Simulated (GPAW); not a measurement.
# BAs (F-43m) in GPAW: further runs

Aim: see how the results for BAs move with the level of theory and the settings. Levels: PBEsol+D3(BJ)+ATM, PBEsol+D4. Tasks: relaxation of cell and atoms.

All numbers are computed with GPAW 26.7.0; they aren't measurements. Logs are shortened: lines on timing, memory, paths and dates and some standing lists are left out, and cuts for length are marked. The log counts tension as positive stress, the text compression.

**1. The structure**

The structure is cubic, space group F-43m (No. 216). Conventional cell: a = 4.777 Å, b = 4.777 Å, c = 4.777 Å, α = 90.00°, β = 90.00°, γ = 90.00°. Around As (site symmetry -43m) lie 4 B at 2.07 Å. B (site symmetry -43m) has 4 As at 2.07 Å as nearest neighbours.

**2. Relaxation of cell and atoms, PBEsol+D3(BJ)+ATM**

File run.py:

```python
from ase import Atoms
from ase.calculators.mixing import SumCalculator
from ase.filters import FrechetCellFilter
from ase.io import write
from ase.optimize import BFGS
from dftd3.ase import DFTD3
from gpaw import GPAW, PW, setup_paths

setup_paths.insert(0, '.')

atoms = Atoms(['As', 'B'],
              cell=[[0.0, 2.3885, 2.3885],
                    [2.3885, 0.0, 2.3885],
                    [2.3885, 2.3885, 0.0]],
              scaled_positions=[[0.75, 0.75, 0.75],
                                [0.0, 0.0, 0.0]],
              pbc=True)

calc = GPAW(mode=PW(800),
            xc='PBEsol',
            kpts={'size': (10, 10, 10), 'gamma': True},
            occupations={'name': 'fermi-dirac', 'width': 0.05},
            nbands=11,
            convergence={'density': 1e-05, 'forces': 0.0001},
            maxiter=150,
            txt='gpaw.txt')
atoms.calc = SumCalculator([calc, DFTD3(damping='d3bj', params_tweaks=dict(method='pbesol', atm=True))])
opt = BFGS(FrechetCellFilter(atoms), trajectory='relax.traj', logfile='-')
done = opt.run(fmax=0.02, steps=60)
calc.write('gs.gpw')
write('result.traj', atoms)
print('Converged:', done)
print('Cell:', atoms.cell.cellpar().round(4))
print('Volume:', round(atoms.get_volume(), 4))
print(atoms.get_scaled_positions().round(5))
```

Potentials or basis: PAW data sets generated in the run's folder for this functional, pw.

Command:

```sh
> gpaw-setup -f PBEsol As B
> OMP_NUM_THREADS=1 python run.py
```

gpaw.txt:

```text
__  _  _
 | _ |_)|_||  |
 |__||  | ||/\| - 26.7.0

Input parameters:
  mode=PW(ecut=800.0),
  convergence={'density': 1e-05, 'forces': 0.0001},
  kpts=MonkhorstPack(size=(10, 10, 10), gamma=True),
  maxiter=150,
  nbands=11,
  occupations=Occupations(name='fermi-dirac', width=0.05),
  xc=XC(name='PBEsol')

Diagonalizing LCAO Hamiltonian
Converting LCAO to pw mode

                   As

       B

Atoms  # Å, Bohr magnetons
|   | symbol |        x |        y |        z |    initial magnetic moments |
|---|--------|----------|----------|----------|-----------------------------|
| 0 |     As | 3.582750 | 3.582750 | 3.582750 | ( 0.0000,  0.0000,  0.0000) |
| 1 |      B | 0.000000 | 0.000000 | 0.000000 | ( 0.0000,  0.0000,  0.0000) |

Unit cell  # Å
| periodic |        x |        y |        z |  lengths |    angles |
|----------|----------|----------|----------|----------|-----------|
|      yes | 0.000000 | 2.388500 | 2.388500 | 3.377849 | 60.000000 |
|      yes | 2.388500 | 0.000000 | 2.388500 | 3.377849 | 60.000000 |
|      yes | 2.388500 | 2.388500 | 0.000000 | 3.377849 | 60.000000 |

Number of symmetries: 24
Symmetry operations  # r_c * U_cc + t_c -> r_c
|    | kind |            matrix            |
|----|------|------------------------------|
|  0 |  E   |  1, 0, 0,  0, 1, 0,  0, 0, 1 |
|  1 |  σ   |  1, 0, 0,  0, 0, 1,  0, 1, 0 |
|  2 |  σ   |  1, 0,-1,  0, 1,-1,  0, 0,-1 |
|  3 |  C3  |  1, 0,-1,  0, 0,-1,  0, 1,-1 |
|  4 |  C3  |  1,-1, 0,  0,-1, 1,  0,-1, 0 |
|  5 |  σ   |  1,-1, 0,  0,-1, 0,  0,-1, 1 |
|  6 |  σ   |  0, 1, 0,  1, 0, 0,  0, 0, 1 |
|  7 |  C3  |  0, 1, 0,  0, 0, 1,  1, 0, 0 |
|  8 |  C2  |  0, 1,-1,  1, 0,-1,  0, 0,-1 |
|  9 |  S4  |  0, 1,-1,  0, 0,-1,  1, 0,-1 |
| 10 |  C3  |  0, 0, 1,  1, 0, 0,  0, 1, 0 |
| 11 |  σ   |  0, 0, 1,  0, 1, 0,  1, 0, 0 |
| 12 |  S4  |  0, 0,-1,  1, 0,-1,  0, 1,-1 |
| 13 |  C3  |  0, 0,-1,  0, 1,-1,  1, 0,-1 |
[... 143 lines left out ...]
SCF iterations
|iter     | |      energy | eigst |  dens |force |
|---------|-|-------------|-------|-------|------|
|iter:   1| |  -12.845653 | -0.27 |       |      |
|iter:   2| |  -12.730303 | -2.33 | -0.73 |      |
|iter:   3| |  -12.264043 | -1.76 | -0.77 |      |
|iter:   4| |  -12.259046 | -3.20 | -1.47 |      |
|iter:   5| |  -12.259039 | -4.15 | -1.93 |      |
|iter:   6| |  -12.259053c| -5.57 | -2.68 |      |
|iter:   7| |  -12.259054c| -7.35 | -3.72 |      |
|iter:   8| |  -12.259054c| -7.75c| -4.21 |      |
|iter:   9| |  -12.259054c| -8.79c| -5.51c|      |
|iter:  10| |  -12.259054c| -9.80c| -6.06c|-16.25c|

Converged in 10 steps
Energy contributions relative to reference atoms: (reference = -62125.300425)

Energy contributions:
  Kinetic:          19.921948
  Coulomb:         -17.717871
  Zero:             -0.005594
  External:          0.000000
  Xc:              -14.457537
  Entropy:          -0.000000
  Spinorbit:         0.000000
  ----------------------------
  Free energy:     -12.259054
  Extrapolated:    -12.259054
[... 19 lines left out ...]
Gap: 1.084 eV
Transition (v -> c):
  (s=0, k=0, n=3, [0.00, 0.00, 0.00]) -> (s=0, k=24, n=4, [0.40, 0.40, 0.00])
Direct/indirect transitions are different
Direct gap: 3.258 eV
Transition at: (s=0, k=0, n=3, [0.00, 0.00, 0.00])

Stress tensor  # eV/Ang^3
|         x |         y |        z |
|-----------|-----------|----------|
|  0.001749 | -0.000000 | 0.000000 |
| -0.000000 |  0.001749 | 0.000000 |
|  0.000000 |  0.000000 | 0.001749 |

Forces  # eV/Ang
|        x |        y |        z |
|----------|----------|----------|
| -0.00000 | -0.00000 | -0.00000 |  # As   0
|  0.00000 |  0.00000 | -0.00000 |  # B    1

Interpolating wave functions to new cell

                   As

       B

Atoms  # Å, Bohr magnetons
|   | symbol |         x |        y |         z |    initial magnetic moments |
|---|--------|-----------|----------|-----------|-----------------------------|
| 0 |     As |  3.576154 | 3.576154 |  3.576154 | ( 0.0000,  0.0000,  0.0000) |
| 1 |      B | -0.000000 | 0.000000 | -0.000000 | ( 0.0000,  0.0000,  0.0000) |

Unit cell  # Å
| periodic |         x |         y |         z |  lengths |    angles |
|----------|-----------|-----------|-----------|----------|-----------|
|      yes | -0.000000 |  2.384103 |  2.384103 | 3.371630 | 60.000000 |
|      yes |  2.384103 | -0.000000 |  2.384103 | 3.371630 | 60.000000 |
|      yes |  2.384103 |  2.384103 | -0.000000 | 3.371630 | 60.000000 |

Number of symmetries: 24
Symmetry operations  # r_c * U_cc + t_c -> r_c
|    | kind |            matrix            |
|----|------|------------------------------|
|  0 |  E   |  1, 0, 0,  0, 1, 0,  0, 0, 1 |
|  1 |  σ   |  1, 0, 0,  0, 0, 1,  0, 1, 0 |
|  2 |  σ   |  1, 0,-1,  0, 1,-1,  0, 0,-1 |
|  3 |  C3  |  1, 0,-1,  0, 0,-1,  0, 1,-1 |
|  4 |  C3  |  1,-1, 0,  0,-1, 1,  0,-1, 0 |
|  5 |  σ   |  1,-1, 0,  0,-1, 0,  0,-1, 1 |
|  6 |  σ   |  0, 1, 0,  1, 0, 0,  0, 0, 1 |
|  7 |  C3  |  0, 1, 0,  0, 0, 1,  1, 0, 0 |
|  8 |  C2  |  0, 1,-1,  1, 0,-1,  0, 0,-1 |
|  9 |  S4  |  0, 1,-1,  0, 0,-1,  1, 0,-1 |
| 10 |  C3  |  0, 0, 1,  1, 0, 0,  0, 1, 0 |
| 11 |  σ   |  0, 0, 1,  0, 1, 0,  1, 0, 0 |
| 12 |  S4  |  0, 0,-1,  1, 0,-1,  0, 1,-1 |
| 13 |  C3  |  0, 0,-1,  0, 1,-1,  1, 0,-1 |
[... 143 lines left out ...]
SCF iterations
|iter     | |      energy | eigst |  dens |force |
|---------|-|-------------|-------|-------|------|
|iter:   1| |  -12.259329 | -3.04 |       |      |
|iter:   2| |  -12.259264 | -5.76 | -2.46 |      |
|iter:   3| |  -12.258861c| -5.02 | -2.50 |      |
|iter:   4| |  -12.258843c| -6.09 | -3.20 |      |
|iter:   5| |  -12.258842c| -7.32 | -3.77 |      |
|iter:   6| |  -12.258842c| -7.80c| -4.12 |      |
|iter:   7| |  -12.258842c| -9.13c| -5.25c|      |
|iter:   8| |  -12.258842c| -9.98c| -5.66c|-15.64c|

Converged in 8 steps
Energy contributions relative to reference atoms: (reference = -62125.300425)

Energy contributions:
  Kinetic:          20.536894
  Coulomb:         -18.212949
  Zero:             -0.005893
  External:          0.000000
  Xc:              -14.576894
  Entropy:          -0.000000
  Spinorbit:         0.000000
  ----------------------------
  Free energy:     -12.258842
  Extrapolated:    -12.258842
[... 19 lines left out ...]
Gap: 1.079 eV
Transition (v -> c):
  (s=0, k=0, n=3, [0.00, 0.00, 0.00]) -> (s=0, k=24, n=4, [0.40, 0.40, 0.00])
Direct/indirect transitions are different
Direct gap: 3.265 eV
Transition at: (s=0, k=0, n=3, [0.00, 0.00, 0.00])

Stress tensor  # eV/Ang^3
|         x |         y |         z |
|-----------|-----------|-----------|
| -0.003157 |  0.000000 | -0.000000 |
|  0.000000 | -0.003157 | -0.000000 |
| -0.000000 | -0.000000 | -0.003157 |

Forces  # eV/Ang
|       x |        y |       z |
|---------|----------|---------|
| 0.00000 |  0.00000 | 0.00000 |  # As   0
| 0.00000 | -0.00000 | 0.00000 |  # B    1

Interpolating wave functions to new cell

                   As

       B

Atoms  # Å, Bohr magnetons
|   | symbol |         x |        y |        z |    initial magnetic moments |
|---|--------|-----------|----------|----------|-----------------------------|
| 0 |     As |  3.556744 | 3.556744 | 3.556744 | ( 0.0000,  0.0000,  0.0000) |
| 1 |      B | -0.000000 | 0.000000 | 0.000000 | ( 0.0000,  0.0000,  0.0000) |

Unit cell  # Å
| periodic |         x |         y |        z |  lengths |    angles |
|----------|-----------|-----------|----------|----------|-----------|
|      yes | -0.000000 |  2.371163 | 2.371163 | 3.353330 | 60.000000 |
|      yes |  2.371163 | -0.000000 | 2.371163 | 3.353330 | 60.000000 |
|      yes |  2.371163 |  2.371163 | 0.000000 | 3.353330 | 60.000000 |

Number of symmetries: 24
Symmetry operations  # r_c * U_cc + t_c -> r_c
|    | kind |            matrix            |
|----|------|------------------------------|
|  0 |  E   |  1, 0, 0,  0, 1, 0,  0, 0, 1 |
|  1 |  σ   |  1, 0, 0,  0, 0, 1,  0, 1, 0 |
|  2 |  σ   |  1, 0,-1,  0, 1,-1,  0, 0,-1 |
|  3 |  C3  |  1, 0,-1,  0, 0,-1,  0, 1,-1 |
|  4 |  C3  |  1,-1, 0,  0,-1, 1,  0,-1, 0 |
|  5 |  σ   |  1,-1, 0,  0,-1, 0,  0,-1, 1 |
|  6 |  σ   |  0, 1, 0,  1, 0, 0,  0, 0, 1 |
|  7 |  C3  |  0, 1, 0,  0, 0, 1,  1, 0, 0 |
|  8 |  C2  |  0, 1,-1,  1, 0,-1,  0, 0,-1 |
|  9 |  S4  |  0, 1,-1,  0, 0,-1,  1, 0,-1 |
| 10 |  C3  |  0, 0, 1,  1, 0, 0,  0, 1, 0 |
| 11 |  σ   |  0, 0, 1,  0, 1, 0,  1, 0, 0 |
| 12 |  S4  |  0, 0,-1,  1, 0,-1,  0, 1,-1 |
| 13 |  C3  |  0, 0,-1,  0, 1,-1,  1, 0,-1 |
[... 143 lines left out ...]
SCF iterations
|iter     | |      energy | eigst |  dens |force |
|---------|-|-------------|-------|-------|------|
|iter:   1| |  -12.258094 | -2.10 |       |      |
|iter:   2| |  -12.257529 | -4.84 | -1.99 |      |
|iter:   3| |  -12.254032 | -4.08 | -2.03 |      |
|iter:   4| |  -12.253871c| -5.15 | -2.73 |      |
|iter:   5| |  -12.253861c| -6.39 | -3.30 |      |
|iter:   6| |  -12.253861c| -6.87 | -3.65 |      |
|iter:   7| |  -12.253861c| -8.21c| -4.78 |      |
|iter:   8| |  -12.253861c| -9.07c| -5.20c|      |
|iter:   9| |  -12.253861c|-10.28c| -6.53c|-15.98c|

Converged in 9 steps
Energy contributions relative to reference atoms: (reference = -62125.300425)

Energy contributions:
  Kinetic:          22.390114
  Coulomb:         -19.704095
  Zero:             -0.006788
  External:          0.000000
  Xc:              -14.933093
  Entropy:          -0.000000
  Spinorbit:         0.000000
  ----------------------------
  Free energy:     -12.253861
  Extrapolated:    -12.253861
[... 19 lines left out ...]
Gap: 1.062 eV
Transition (v -> c):
  (s=0, k=0, n=3, [0.00, 0.00, 0.00]) -> (s=0, k=24, n=4, [0.40, 0.40, 0.00])
Direct/indirect transitions are different
Direct gap: 3.286 eV
Transition at: (s=0, k=0, n=3, [0.00, 0.00, 0.00])

Stress tensor  # eV/Ang^3
|         x |         y |         z |
|-----------|-----------|-----------|
| -0.018310 | -0.000000 | -0.000000 |
| -0.000000 | -0.018310 |  0.000000 |
| -0.000000 |  0.000000 | -0.018310 |

Forces  # eV/Ang
|        x |       y |        z |
|----------|---------|----------|
| -0.00000 | 0.00000 |  0.00000 |  # As   0
|  0.00000 | 0.00000 | -0.00000 |  # B    1

# Writing to gs.gpw (mode='')
```

Wall time 48 s (1 thread of Arm Neoverse V1, shared host); peak memory 0.21 GiB.

What came out:

- Free energy: -12.7707 eV
- Relaxed volume: 13.33 Å³/atom
- Relaxed cell: a = 3.353 Å, b = 3.353 Å, c = 3.353 Å, α = 60.00°, β = 60.00°, γ = 60.00°
- Space group after relaxing (to 0.05 Å): F-43m (No. 216)
- Energy gained by relaxing: 2.6 meV/atom
- Ionic steps: 3
- Pressure after relaxing: 0.1 GPa
- Band gap on the k mesh: 1.06 eV, indirect (least direct gap 3.29 eV)
- Dispersion energy per atom: -0.258 eV

Step by step:
| step | energy change (eV) | largest force (eV/Å) | pressure (GPa) | volume (Å³) |
| --- | --- | --- | --- | --- |
| 1 | 0.0000 | 0.0000 | -3.03 | 27.25 |
| 2 | -0.0024 | 0.0000 | -2.28 | 27.10 |
| 3 | -0.0052 | 0.0000 | 0.06 | 26.66 |

Final structure:
```cif
data_structure
_symmetry_space_group_name_H-M 'P 1'
_symmetry_Int_Tables_number 1
_cell_length_a 3.3533
_cell_length_b 3.3533
_cell_length_c 3.3533
_cell_angle_alpha 60.000
_cell_angle_beta 60.000
_cell_angle_gamma 60.000
_cell_volume 26.66
loop_
_atom_site_label
_atom_site_type_symbol
_atom_site_fract_x
_atom_site_fract_y
_atom_site_fract_z
_atom_site_occupancy
As1 As 0.75000 0.75000 0.75000 1
B1 B 0.00000 0.00000 0.00000 1
```

Levels at points of the mesh, in eV from the valence-band top:
| k point | band 1 | band 2 | band 3 | band 4 | band 5 | band 6 | band 7 |
| --- | --- | --- | --- | --- | --- | --- | --- |
| (0.00, 0.00, 0.00) | -15.63 | 0.00 | 0.00 | 0.00 | 3.29 | 3.29 | 3.29 |
| (0.50, 0.50, 0.00) | -11.32 | -8.65 | -4.19 | -4.19 | 1.30 | 1.32 | 11.60 |
| (0.50, 0.50, 0.50) | -12.67 | -8.99 | -1.86 | -1.86 | 2.80 | 4.77 | 4.77 |

Caveat: later steps reuse the first step's grids. A k mesh can miss the band edges.

**3. Relaxation of cell and atoms, PBEsol+D4**

Changes to run.py since step 2:

```diff
@@ -5,3 +5,3 @@
 from ase.optimize import BFGS
-from dftd3.ase import DFTD3
+from dftd4.ase import DFTD4
 from gpaw import GPAW, PW, setup_paths
@@ -26,3 +26,3 @@
             txt='gpaw.txt')
-atoms.calc = SumCalculator([calc, DFTD3(damping='d3bj', params_tweaks=dict(method='pbesol', atm=True))])
+atoms.calc = SumCalculator([calc, DFTD4(method='pbesol')])
 opt = BFGS(FrechetCellFilter(atoms), trajectory='relax.traj', logfile='-')
```

Potentials or basis: PAW data sets generated in the run's folder for this functional, pw.

Command:

```sh
> gpaw-setup -f PBEsol As B
> OMP_NUM_THREADS=1 python run.py
```

Wall time 90 s (1 thread of Arm Neoverse V1, shared host); peak memory 0.25 GiB.

The run converged. Its results:

```yaml
Free_energy: -12.6875 eV
Relaxed_volume: 13.36 Å³/atom
Relaxed_cell: a = 3.355 Å, b = 3.355 Å, c = 3.355 Å, α = 60.00°, β = 60.00°, γ = 60.00°
Space_group_after_relaxing_to_0.05_Å: F-43m (No. 216)
Energy_gained_by_relaxing: 2.1 meV/atom
Ionic_steps: 3
Pressure_after_relaxing: 0.0 GPa
Band_gap_on_the_k_mesh: 1.06 eV, indirect (least direct gap 3.28 eV)
Dispersion_energy_per_atom: -0.216 eV
```

Step by step:
```csv
step,energy change (eV),largest force (eV/Å),pressure (GPa),volume (Å³)
1,0.0000,0.0000,-2.77,27.25
2,-0.0020,0.0000,-2.08,27.12
3,-0.0043,0.0000,0.05,26.71
```

Final structure:
```
CELL_PARAMETERS angstrom
0.00000 2.37261 2.37261
2.37261 0.00000 2.37261
2.37261 2.37261 0.00000
ATOMIC_POSITIONS crystal
As 0.75000 0.75000 0.75000
B 0.00000 0.00000 0.00000
```

Levels at points of the mesh, in eV from the valence-band top:
```
           k point  band 1  band 2  band 3  band 4  band 5  band 6  band 7
(0.00, 0.00, 0.00)  -15.61    0.00    0.00    0.00    3.28    3.28    3.28
(0.50, 0.00, 0.00)  -12.66   -8.97   -1.86   -1.86    2.79    4.77    4.77
(0.50, 0.50, 0.00)  -11.32   -8.64   -4.18   -4.18    1.30    1.32   11.58
(0.50, 0.50, 0.50)  -12.66   -8.97   -1.86   -1.86    2.79    4.77    4.77
```

Caveat: later steps reuse the first step's grids.

**4. The reference run**

An earlier run on the cell as given: functional PBEsol; potentials or basis PAW data sets generated in the run's folder for this functional; cutoff 800 eV; basis pw; k mesh 10 × 10 × 10; occupations fermi-dirac, width 0.05 eV; no spin polarisation.

* Pressure: -0.3 GPa
* Band gap on the k mesh: 1.08 eV, indirect (least direct gap 3.26 eV)

**5. The runs side by side**

```csv
task,level,cell,optimizer,fmax,max steps,convergence,gap on the mesh (eV),pressure (GPa),relaxed volume (Å³/atom)
relaxation of cell and atoms,PBEsol+D3(BJ)+ATM,relaxed,BFGS,0.02 eV/Å,60,density=1e-05 forces=0.0001,1.06,0.1,13.33
relaxation of cell and atoms,PBEsol+D4,relaxed,BFGS,0.02 eV/Å,60,density=1e-05 forces=0.0001,1.06,0.0,13.36
single point,PBEsol,as given,-,-,-,-,1.08,-0.3,-
```

Alike in all rows: potentials or basis PAW data sets generated in the run's folder for this functional, pw; no spin polarisation; k mesh 10 × 10 × 10; cutoff (eV) 800; smearing fermi-dirac 0.05 eV.

Caveats: later steps reuse the first step's grids (some runs).

Absolute energies hang on the potentials; compare differences alone.
